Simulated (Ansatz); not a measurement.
Consider AlAs (F-43m).

It takes space group F-43m (No. 216, cubic). Conventional cell: a = 5.661 Å, b = 5.661 Å, c = 5.661 Å, α = 90.00°, β = 90.00°, γ = 90.00°. Nearest to Al lie 4 As at 2.45 Å. As has 4 Al at 2.45 Å nearest. Farther neighbours are not listed.

```
Al As
1.0
     0.00000    2.83040    2.83040
     2.83040    0.00000    2.83040
     2.83040    2.83040    0.00000
Al As
1 1
Direct
  0.00000 0.00000 0.00000
  0.25000 0.25000 0.25000
```

The cell and positions come from the Crystallography Open Database and are kept as given unless a step says otherwise.

Gaps computed with Ansatz 0.2.0 without a self-energy: PBE 1.45 eV, PBE+SOC 1.35 eV, HSE06 2.09 eV and HSE06+SOC 1.99 eV.

Question: Estimate the G0W0@PBE gap with 8×8×8 mesh, 762 empty bands, screening to 380 eV, hard PAW files.

About 2.24 eV: on its mesh the run moves the gap from 1.44 eV by +0.79 eV. Among the scalar-relativistic levels given, HSE06 is nearest (−0.15 eV). Spin-orbit coupling is not in that value; its −0.10 eV at the PBE level would bring it to about 2.14 eV. Bands and cutoff are finite, so the gap is not at the basis limit. The miss can reach some tenths of an eV and take either sign; the mesh is an error of its own. The many-body steps are scalar-relativistic: spin-orbit coupling is not in them.

[Paths, hosts, dates, memory and timing lines, banners, echoed tables and standing remarks are left out of the program output.]

[Logs are printed without paths, hosts, clocks, repeated set-up lines and the standing remarks that a program may print on its own settings, such as how far it seeks lower states.]

[Runs of the session that timed out or met a known fault of the program may be left out.]

[Cells called generated may have been cut or substituted from an entry of the Crystallography Open Database or the Materials Project.]

[Hosts, paths, dates, database ids (printed as entryN), source tags and the programs' standing remarks are cut or masked in the printed files.]
